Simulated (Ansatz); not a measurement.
# Li: course of a relaxation

These are results of DFT r2SCAN, scalar-relativistic, plane waves, PAW in Ansatz 0.2.0, not measurements. (500 eV cutoff, 20×20×20 k-mesh, Gaussian smearing of 0.10 eV, no spin polarisation)

What was changed: relaxed at 50 GPa.

Other phases may be more stable at this pressure.

Command:

```bash
ansatz run input.yaml --threads 1 --pin off --max-ram 2560MiB --backend cpu --events-out ev --progress --plain --runs-dir out
```

Input:

```yaml
crystal:
  lattice:
    - [0.0, 1.7156966212, 1.7156966212]
    - [1.7156966212, 0.0, 1.7156966212]
    - [1.7156966212, 1.7156966212, 0.0]
  atoms:
    - { symbol: Li, position: [0.0, 0.0, 0.0] }
basis:
  ecutwfc: 500
kpoints:
  mp_grid: { grid: [20, 20, 20] }
hamiltonian:
  xc: r2scan
scf:
  occupations: { method: gaussian, width: 0.1 }
output:
  forces: true
  stress: true
  eigenvalues: true
relax:
  adjacent_minimum: "off"
  f_tol: 0.008
  max_steps: 50
  cell: { stress_tol: 0.08, p_target: 50.0 }
```

F is the free energy. Steps run on the plane waves of an earlier cell, but the last one, and at times one on the way, on a freshly chosen basis, so a repeated geometry can differ a little in energy. The relaxation lowers the enthalpy F + PV at the target pressure, so F itself can rise.

Steps:

```json
{"step": "1", "F − F(1) (eV)": "0.0000", "largest force component (eV/Å)": "0.000", "V (Å³/atom)": "10.101", "P (GPa)": "32.14"}
{"step": "2", "F − F(1) (eV)": "0.3533", "largest force component (eV/Å)": "0.000", "V (Å³/atom)": "8.694", "P (GPa)": "49.92"}
{"step": "3", "F − F(1) (eV)": "0.3551", "largest force component (eV/Å)": "0.000", "V (Å³/atom)": "8.689", "P (GPa)": "50.01"}
{"step": "4", "F − F(1) (eV)": "0.3553", "largest force component (eV/Å)": "0.000", "V (Å³/atom)": "8.689", "P (GPa)": "50.02"}
```

Relaxed structure:

```yaml
crystal:
  lattice:
    - [0.00000, 1.63171, 1.63171]
    - [1.63171, 0.00000, 1.63171]
    - [1.63171, 1.63171, 0.00000]
  atoms:
    - { symbol: Li, position: [0.00000, 0.00000, 0.00000] }
```

The structure is cubic, space group Fm-3m (No. 225). Conventional cell: a = 3.263 Å, b = 3.263 Å, c = 3.263 Å, α = 90.00°, β = 90.00°, γ = 90.00°. Li (site symmetry m-3m) is surrounded by 12 Li at 2.31 Å.

The run converged. It took 8.8 s on 1 thread of Arm Neoverse V2, with other jobs on the host, peak memory 0.29 GiB.